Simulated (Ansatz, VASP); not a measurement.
**One calculation of CdS, two programs**

```xyz
2
Lattice="0.0000 2.7268 2.7268 2.7268 0.0000 2.7268 2.7268 2.7268 0.0000" Properties=species:S:1:pos:R:3 pbc="T T T"
Cd    0.0000    0.0000    0.0000
S     2.7268    2.7268    2.7268
```

Alike in both runs: task single point; functional r2SCAN; k mesh 6 × 6 × 6; no spin polarisation.

|  | VASP | Ansatz |
| --- | --- | --- |
| version | VASP 6.6.1 | Ansatz 0.2.0 |
| potentials or method | VASP PAW PBE potentials, release 64 (Cd, S) | plane waves, PAW |
| plane-wave cutoff (eV) | 520 | 500 |
| occupations | gaussian, width 0.01 eV | fixed |
| valence electrons in the cell | 18 | 26 |

Ansatz gave:

| Item | Value |
| --- | --- |
| gap on the k mesh at the Fermi level (eV) | 0.75 |

Q: Estimate VASP's values.

A: gap on the k mesh at the Fermi level (eV): 0.73.

The two sets of potentials don't hold the same shells in valence.

Caveats: the PAW data sets were made with another functional, which shifts forces and pressure a little (VASP). r2SCAN opens gaps a little over a GGA but as a rule still falls short of measured ones. A k mesh can miss the band edges.
